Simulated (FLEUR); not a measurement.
# Ba (Im-3m) in FLEUR: a series of runs, part 3 of 4

FLEUR MaX-R8.1 (later development tree).

## (4) Band structure, PBEsol

inp.xml reads:

```xml
<?xml version="1.0" encoding="UTF-8" standalone="no"?>
<fleurInput fleurInputVersion="0.39">
   <comment>
      Ba                                                                                                  
   </comment>
   <calculationSetup>
      <cutoffs Kmax="4.1" Gmax="12.7" GmaxXC="12.7" numbands="0"/>
      <scfLoop itmax="60" minDistance="0.00001" maxIterBroyd="15" imix="Anderson" alpha="0.05" precondParam="0.0" spinf="2.0" sdNocoIR="T"/>
      <coreElectrons ctail="T" frcor="F" kcrel="0" coretail_lmax="0"/>
      <xcFunctional name="PBEs" relativisticCorrections="F"/>
      <magnetism jspins="1"/>
      <soc l_soc="F" theta="0.0" phi="0.0" spav="F"/>
      <expertModes spex="0" secvar="F"/>
      <geometryOptimization l_f="F" forcealpha="1.0" forcemix="BFGS" epsdisp="0.00001" epsforce="0.00001"/>
      <ldaU l_linMix="F" mixParam="0.05" spinf="1.0"/>
   </calculationSetup>
   <cell>
      <bzIntegration valenceElectrons="20.0" mode="hist" fermiSmearingEnergy="0.00183747">
         <kPointListSelection listName="default-1"/>
         <!-- k-points included here -->
         <xi:include xmlns:xi="http://www.w3.org/2001/XInclude" href="kpts.xml"> </xi:include>
      </bzIntegration>
      <!-- symmetry operations included here -->
      <xi:include xmlns:xi="http://www.w3.org/2001/XInclude" href="sym.xml"> </xi:include>
      <bulkLattice scale="1.0">
         <bravaisMatrix>
            <row-1>   -4.7365985313098999     4.7365985313098999     4.7365985313098999</row-1>
            <row-2>    4.7365985313098999    -4.7365985313098999     4.7365985313098999</row-2>
            <row-3>    4.7365985313098999     4.7365985313098999    -4.7365985313098999</row-3>
         </bravaisMatrix>
      </bulkLattice>
   </cell>
   <atomSpecies>
      <species name="Barium (Ba)" element="Ba" atomicNumber="56">
         <mtSphere radius="2.66" gridPoints="879" logIncrement="0.015"/>
         <atomicCutoffs lmax="11" lnonsphr="8"/>
         <electronConfig flipSpins="F">
            <coreConfig>(1s1/2) (2s1/2) (2p1/2) (2p3/2) (3s1/2) (3p1/2) (3p3/2) (4s1/2) (3d3/2) (3d5/2) (4p1/2) (4p3/2)</coreConfig>
            <valenceConfig>(5s1/2) (4d3/2) (4d5/2) (5p1/2) (5p3/2) (6s1/2)</valenceConfig>
         </electronConfig>
         <energyParameters s="6" p="5" d="4" f="4"/>
         <lo type="SCLO" l="0" n="5" eDeriv="0"/>
         <lo type="HELO" l="1" n="6" eDeriv="0"/>
         <lo type="HELO" l="1" n="6" eDeriv="1"/>
         <lo type="HELO" l="2" n="5" eDeriv="0"/>
         <lo type="HELO" l="2" n="5" eDeriv="1"/>
         <lo type="SCLO" l="3" n="4" eDeriv="2"/>
      </species>
   </atomSpecies>
   <atomGroups>
      <atomGroup species="Barium (Ba)">
         <relPos label="                   1">.0000000000 .0000000000 .0000000000</relPos>
         <force calculate="T" relaxXYZ="TTT"/>
      </atomGroup>
   </atomGroups>
   <output dos="F" band="F" slice="F">
      <checks vchk="F" cdinf="F"/>
      <bandDOS minEnergy="-.5*Htr" maxEnergy="0.5*Htr" sigma="0.015" storeEVData="T"/>
      <vacuumDOS vacdos="F" integ="F" star="F" nstars="0" locx1="0.0" locy1="0.0" locx2="0.0" locy2="0.0" nstm="0" tworkf="0.0"/>
      <unfoldingBand unfoldBand="F" supercellX="1" supercellY="1" supercellZ="1"/>
      <plotting iplot="0" polar="F">
         <plot TwoD="T" vec1="  1.0  0.0  0.0" vec2="  0.0  1.0  0.0" vec3="  0.0  0.0  1.0" zero="  0.0  0.0  0.0" file="plot"/>
      </plotting>
      <chargeDensitySlicing numkpt="0" minEigenval="0.0" maxEigenval="0.0" nnne="0" pallst="F"/>
      <specialOutput eonly="F"/>
      <moessbauerParams electricFieldGradient="T" isomerShift="T" coreHyperfine="T" valenceHyperfine="T"/>
      <magneticCircularDichroism mcd="F" energyLo="-10.0" energyUp="0.0"/>
   </output>
  <!-- We include the file relax.xml here to enable relaxations (see documentation) -->
  <xi:include xmlns:xi="http://www.w3.org/2001/XInclude" href="relax.xml"> <xi:fallback/> </xi:include>
</fleurInput>
```

crystal.txt reads:

```
Ba
&input cartesian=F /
-2.5065000000  2.5065000000  2.5065000000
2.5065000000  -2.5065000000  2.5065000000
2.5065000000  2.5065000000  -2.5065000000
1.8897261246
1.0 1.0 1.0

1
56 0.0000000000  0.0000000000  0.0000000000

&kpt div1=8 div2=8 div3=8 gamma=T /
```

inp.xml (bands) reads:

```
<?xml version="1.0" encoding="UTF-8" standalone="no"?>
<fleurInput fleurInputVersion="0.39">
   <comment>
      Ba                                                                                                  
   </comment>
   <calculationSetup>
      <cutoffs Kmax="4.1" Gmax="12.7" GmaxXC="12.7" numbands="0"/>
      <scfLoop itmax="60" minDistance="0.00001" maxIterBroyd="15" imix="Anderson" alpha="0.05" precondParam="0.0" spinf="2.0" sdNocoIR="T"/>
      <coreElectrons ctail="T" frcor="F" kcrel="0" coretail_lmax="0"/>
      <xcFunctional name="PBEs" relativisticCorrections="F"/>
      <magnetism jspins="1"/>
      <soc l_soc="F" theta="0.0" phi="0.0" spav="F"/>
      <expertModes spex="0" secvar="F"/>
      <geometryOptimization l_f="F" forcealpha="1.0" forcemix="BFGS" epsdisp="0.00001" epsforce="0.00001"/>
      <ldaU l_linMix="F" mixParam="0.05" spinf="1.0"/>
   </calculationSetup>
   <cell>
      <bzIntegration valenceElectrons="20.0" mode="hist" fermiSmearingEnergy="0.00183747">
         <kPointListSelection listName="path-1"/>
         <!-- k-points included here -->
         <xi:include xmlns:xi="http://www.w3.org/2001/XInclude" href="kpts.xml"> </xi:include>
      </bzIntegration>
      <!-- symmetry operations included here -->
      <xi:include xmlns:xi="http://www.w3.org/2001/XInclude" href="sym.xml"> </xi:include>
      <bulkLattice scale="1.0">
         <bravaisMatrix>
            <row-1>   -4.7365985313098999     4.7365985313098999     4.7365985313098999</row-1>
            <row-2>    4.7365985313098999    -4.7365985313098999     4.7365985313098999</row-2>
            <row-3>    4.7365985313098999     4.7365985313098999    -4.7365985313098999</row-3>
         </bravaisMatrix>
      </bulkLattice>
   </cell>
   <atomSpecies>
      <species name="Barium (Ba)" element="Ba" atomicNumber="56">
         <mtSphere radius="2.66" gridPoints="879" logIncrement="0.015"/>
         <atomicCutoffs lmax="11" lnonsphr="8"/>
         <electronConfig flipSpins="F">
            <coreConfig>(1s1/2) (2s1/2) (2p1/2) (2p3/2) (3s1/2) (3p1/2) (3p3/2) (4s1/2) (3d3/2) (3d5/2) (4p1/2) (4p3/2)</coreConfig>
            <valenceConfig>(5s1/2) (4d3/2) (4d5/2) (5p1/2) (5p3/2) (6s1/2)</valenceConfig>
         </electronConfig>
         <energyParameters s="6" p="5" d="4" f="4"/>
         <lo type="SCLO" l="0" n="5" eDeriv="0"/>
         <lo type="HELO" l="1" n="6" eDeriv="0"/>
         <lo type="HELO" l="1" n="6" eDeriv="1"/>
         <lo type="HELO" l="2" n="5" eDeriv="0"/>
         <lo type="HELO" l="2" n="5" eDeriv="1"/>
         <lo type="SCLO" l="3" n="4" eDeriv="2"/>
      </species>
   </atomSpecies>
   <atomGroups>
      <atomGroup species="Barium (Ba)">
         <relPos label="                   1">.0000000000 .0000000000 .0000000000</relPos>
         <force calculate="T" relaxXYZ="TTT"/>
      </atomGroup>
   </atomGroups>
   <output dos="F" band="T" slice="F">
      <checks vchk="F" cdinf="F"/>
      <bandDOS minEnergy="-.5*Htr" maxEnergy="0.5*Htr" sigma="0.015" storeEVData="T"/>
      <vacuumDOS vacdos="F" integ="F" star="F" nstars="0" locx1="0.0" locy1="0.0" locx2="0.0" locy2="0.0" nstm="0" tworkf="0.0"/>
      <unfoldingBand unfoldBand="F" supercellX="1" supercellY="1" supercellZ="1"/>
      <plotting iplot="0" polar="F">
         <plot TwoD="T" vec1="  1.0  0.0  0.0" vec2="  0.0  1.0  0.0" vec3="  0.0  0.0  1.0" zero="  0.0  0.0  0.0" file="plot"/>
      </plotting>
      <chargeDensitySlicing numkpt="0" minEigenval="0.0" maxEigenval="0.0" nnne="0" pallst="F"/>
      <specialOutput eonly="F"/>
      <moessbauerParams electricFieldGradient="T" isomerShift="T" coreHyperfine="T" valenceHyperfine="T"/>
      <magneticCircularDichroism mcd="F" energyLo="-10.0" energyUp="0.0"/>
   </output>
  <!-- We include the file relax.xml here to enable relaxations (see documentation) -->
  <xi:include xmlns:xi="http://www.w3.org/2001/XInclude" href="relax.xml"> <xi:fallback/> </xi:include>
</fleurInput>
```

Potentials or basis: all-electron, FLAPW.

Run with:

```
> inpgen -f crystal.txt -profile fastHighL
> # inp.xml edited to the form shown
> fleur_MPI
> fleur_MPI   # second run, on inp.xml (bands)
```

Log:

```text
Welcome to FLEUR        (www.flapw.de)
      MaX-Release 8.1          (www.max-centre.eu)

 ========== k-point set info ==========
 Selected k-point list: default-1
 k-point list type: mesh
 8 x 8 x 8
 Number of k points: 29

 ------------Calculation Setup---------------------------
 Number of MPI-tasks      :            1
 Number of PE/node        :            1
 Number of OMP-threads    :            1
 Most efficient MPI parallelization for:
           1          29
 Additional eigenvalue parallelization possible
 Number of basis functions:          573
 Approximate size of matrices (H+S) per k-point:         0.005 GB
 --------------------------------------------------------
 Iteration:     1   Distance:       2.83291542 me/bohr^3
 Iteration:     2   Distance:       2.67126985 me/bohr^3
 Iteration:     3   Distance:       0.48965455 me/bohr^3
 Iteration:     4   Distance:       0.04702915 me/bohr^3
 Iteration:     5   Distance:       0.04134753 me/bohr^3
 Iteration:     6   Distance:       0.00769791 me/bohr^3
 Iteration:     7   Distance:       0.00095461 me/bohr^3
 Iteration:     8   Distance:       0.00085350 me/bohr^3
 Iteration:     9   Distance:       0.00007106 me/bohr^3
 Iteration:    10   Distance:       0.00001193 me/bohr^3
 Iteration:    11   Distance:       0.00000326 me/bohr^3

 ********************************************************************
 Run finished successfully
 Stop message:
   all done
 ********************************************************************
```

output (bands):

```text
Welcome to FLEUR        (www.flapw.de)
      MaX-Release 8.1          (www.max-centre.eu)

 ========== k-point set info ==========
 Selected k-point list: path-1
 k-point list type: path
 Number of k points: 60

 ------------Calculation Setup---------------------------
 Number of MPI-tasks      :            1
 Number of PE/node        :            1
 Number of OMP-threads    :            1
 Most efficient MPI parallelization for:
           1           2           3           4           5           6          10          12          15          20          30          60
 Additional eigenvalue parallelization possible
 Number of basis functions:          573
 Approximate size of matrices (H+S) per k-point:         0.005 GB
 --------------------------------------------------------
 Fermi energy correction for metals:
 Fermi energy in bands.* files may not be consistent with last density.
 Please correct it manually (e.g. in band.gnu file).

 Note: Band structure data (together with different weights) is also stored in the banddos.hdf file.
       A convenient way of extracting and plotting the data from that file is by making use of the

 ********************************************************************
 Run finished successfully
 Stop message:
   Charge density postprocessing done.
 ********************************************************************
```

out.xml (last iteration):

```text
<iteration numberForCurrentRun="   11" overallNumber="   11">
         <energyParameters units="Htr">
            <atomicEP atomType="1" spin="1" branch="6s" branchLowest="-0.68" branchHighest="3.02" value="0.0959206309"/>
            <atomicEP atomType="1" spin="1" branch="5p" branchLowest="-6.26" branchHighest="0.03" value="-0.3125623175"/>
            <atomicEP atomType="1" spin="1" branch="4d" branchLowest="-27.69" branchHighest="-2.91" value="-2.8734103349"/>
            <atomicEP atomType="1" spin="1" branch="4f" branchLowest="-9.99" branchHighest="0.56" value="0.3556655671"/>
            <loAtomicEP atomType="1" spin="1" branch="5s" branchLowest="-8.57" branchHighest="-0.68" value="-0.8656508380"/>
            <heloAtomicEP atomType="1" spin="1" branch="6p" branchLowest="2.45" branchHighest="2.45" value="2.4456031740"/>
            <heloAtomicEP atomType="1" spin="1" branch="6p" branchLowest="2.45" branchHighest="2.45" value="2.4456031740"/>
            <heloAtomicEP atomType="1" spin="1" branch="5d" branchLowest="0.82" branchHighest="0.82" value="0.8223746928"/>
            <heloAtomicEP atomType="1" spin="1" branch="5d" branchLowest="0.82" branchHighest="0.82" value="0.8223746928"/>
            <loAtomicEP atomType="1" spin="1" branch="4f" branchLowest="-9.99" branchHighest="0.56" value="0.3552404856"/>
[... 76 lines left out ...]
            <densityEffectivePotentialIntegral value="-13696.9341514884"/>
            <chargeDenXCDenIntegral value="-195.0833828077"/>
            <FockExchangeEnergyValence value="0.0000000000"/>
            <FockExchangeEnergyCore value="0.0000000000"/>
            <atomTypeDependentContributions atomType="1">
               <electronNucleiInteractionDifferentMTs value="9876.7851216634"/>
               <MadelungTerm value="-28.5882559199"/>
            </atomTypeDependentContributions>
            <tkbTimesEntropy value="0.0002964572"/>
            <freeEnergy value="-8136.1729786251"/>
            <extrapolationTo0K value="-8136.1728303965"/>
         </totalEnergy>
         <densityConvergence units="me/bohr^3">
            <chargeDensity spin="1" distance="0.0000032576"/>
         </densityConvergence>
      </iteration>
```

Run time: 28 s. Hardware: 1 thread of Arm Neoverse V2, shared host; peak memory 0.07 GiB.

What came out:

```
Free energy                                           : -221396.5455 eV
Band gap along the path                               : none (metal or under the smearing width)
Valence electrons inside the program's atomic spheres : Ba 17.37 (radii Ba 2.66 bohr)
```

Levels at the corners of the path, in eV from the Fermi level:
```
point  band 6  band 7  band 8  band 9  band 10  band 11  band 12  band 13  band 14  band 15
    Γ  -28.84  -13.76  -13.76  -13.76    -2.75     1.84     1.84     1.84     3.27     3.27
    H  -28.76  -14.08  -14.08  -14.08    -0.51    -0.51     4.02     4.02     4.02     4.77
    N  -28.79  -14.22  -13.91  -13.76    -0.88     0.70     1.26     3.22     3.82     4.60
    Γ  -28.84  -13.76  -13.76  -13.76    -2.75     1.84     1.84     1.84     3.27     3.27
    P  -28.79  -13.99  -13.99  -13.99     0.54     0.54     0.54     3.51     3.92     3.92
    H  -28.76  -14.08  -14.08  -14.08    -0.51    -0.51     4.02     4.02     4.02     4.77
    P  -28.79  -13.99  -13.99  -13.99     0.54     0.54     0.54     3.51     3.92     3.92
    N  -28.79  -14.22  -13.91  -13.76    -0.88     0.70     1.26     3.22     3.82     4.60
```

Core levels (eV from the Fermi level):
```csv
atom,levels
1 Ba,"1s1/2 -37208.0, 2s1/2 -5875.2, 2p1/2 -5534.6, 2p3/2 -5153.1, 3s1/2 -1236.2, 3p1/2 -1093.2, 3p3/2 -1019.5, 4s1/2 -238.4, 3d3/2 -768.5, 3d5/2 -752.7, 4p1/2 -186.5, 4p3/2 -171.1"
```

Caveat: spin-orbit coupling is left out, which moves the levels of the heavy elements.

## (5) Equation of state, PBEsol, 59.21 Å³/atom (volume scaled by 0.94)

inp.xml: that of step 4 with these lines changed.

```diff
@@ -24,3 +24,3 @@
       <xi:include xmlns:xi="http://www.w3.org/2001/XInclude" href="sym.xml"> </xi:include>
-      <bulkLattice scale="1.0">
+      <bulkLattice scale="0.9795861087">
          <bravaisMatrix>
```

Run with:

```
> inpgen -f crystal.txt -profile fastHighL
> # inp.xml edited to the form shown
> fleur_MPI
```

Wall time 20 s (1 thread of Arm Neoverse V2, shared host); peak memory 0.08 GiB.

It converged, with:

- Free energy: -221396.5564 eV
- Band gap on the k mesh: none (metal or under the smearing width)
- Valence electrons inside the program's atomic spheres: Ba 17.38 (radii Ba 2.66 bohr)

## (6) Equation of state, PBEsol, 60.47 Å³/atom (volume scaled by 0.96)

inp.xml: that of step 5 with these lines changed.

```diff
@@ -24,3 +24,3 @@
       <xi:include xmlns:xi="http://www.w3.org/2001/XInclude" href="sym.xml"> </xi:include>
-      <bulkLattice scale="0.9795861087">
+      <bulkLattice scale="0.9864848297">
          <bravaisMatrix>
```

Potentials or basis: all-electron, FLAPW.

Run with:

```
> inpgen -f crystal.txt -profile fastHighL
> # inp.xml edited to the form shown
> fleur_MPI
```

Run time: 20 s. Hardware: 1 thread of Arm Neoverse V2, shared host; peak memory 0.08 GiB.

It converged, with:

* Free energy: -221396.5541 eV
* Band gap on the k mesh: none (metal or under the smearing width)
* Valence electrons inside the program's atomic spheres: Ba 17.38 (radii Ba 2.66 bohr)

## (7) Equation of state, PBEsol, 62.99 Å³/atom

inp.xml: that of step 6 with these lines changed.

```diff
@@ -24,3 +24,3 @@
       <xi:include xmlns:xi="http://www.w3.org/2001/XInclude" href="sym.xml"> </xi:include>
-      <bulkLattice scale="0.9864848297">
+      <bulkLattice scale="1.0000000000">
          <bravaisMatrix>
```

Run with:

```
> inpgen -f crystal.txt -profile fastHighL
> # inp.xml edited to the form shown
> fleur_MPI
```

Run time: 24 s. Hardware: 1 thread of Arm Neoverse V2, shared host; peak memory 0.08 GiB.

The run converged. Its results:

| Quantity | Value |
| --- | --- |
| Free energy | -221396.5455 eV |
| Band gap on the k mesh | none (metal or under the smearing width) |
| Valence electrons inside the program's atomic spheres | Ba 17.37 (radii Ba 2.66 bohr) |

## (8) Equation of state, PBEsol, 65.51 Å³/atom (volume scaled by 1.04)

inp.xml: that of step 7 with these lines changed.

```diff
@@ -24,3 +24,3 @@
       <xi:include xmlns:xi="http://www.w3.org/2001/XInclude" href="sym.xml"> </xi:include>
-      <bulkLattice scale="1.0000000000">
+      <bulkLattice scale="1.0131594038">
          <bravaisMatrix>
```

Run with:

```
> inpgen -f crystal.txt -profile fastHighL
> # inp.xml edited to the form shown
> fleur_MPI
```

It took 26 s on 1 thread of Arm Neoverse V2, shared host; peak memory 0.08 GiB.

Results (log left out):

```yaml
Free_energy: -221396.5322 eV
Band_gap_on_the_k_mesh: none (metal or under the smearing width)
Valence_electrons_inside_the_program's_atomic_spheres: Ba 17.36 (radii Ba 2.66 bohr)
```

## (9) Equation of state, PBEsol, 66.77 Å³/atom (volume scaled by 1.06)

inp.xml: that of step 8 with these lines changed.

```diff
@@ -24,3 +24,3 @@
       <xi:include xmlns:xi="http://www.w3.org/2001/XInclude" href="sym.xml"> </xi:include>
-      <bulkLattice scale="1.0131594038">
+      <bulkLattice scale="1.0196128224">
          <bravaisMatrix>
```

Potentials or basis: all-electron, FLAPW.

Run with:

```
> inpgen -f crystal.txt -profile fastHighL
> # inp.xml edited to the form shown
> fleur_MPI
```

Wall time 26 s (1 thread of Arm Neoverse V2, shared host); peak memory 0.08 GiB.

It converged, with:

```yaml
Free_energy: -221396.5240 eV
Band_gap_on_the_k_mesh: none (metal or under the smearing width)
Valence_electrons_inside_the_program's_atomic_spheres: Ba 17.36 (radii Ba 2.66 bohr)
```

## (10) Equation of state, PBEsol

No new run: the results of the series are fitted here.

Results:

* Equilibrium volume: 57.98 Å³/atom (rough: see the caveat)
* Bulk modulus: 9.8 GPa (rough)

Energy against volume, from the lowest point:
| volume (Å³/atom) | energy (meV/atom) |
| --- | --- |
| 59.209 | 0.00 |
| 60.469 | 2.29 |
| 62.989 | 10.95 |
| 65.508 | 24.27 |
| 66.768 | 32.43 |

Caveat: the minimum lies outside the volumes run. Spin-orbit coupling is left out, which matters for the levels of Ba.

(Part 3 of 4 ends here.)
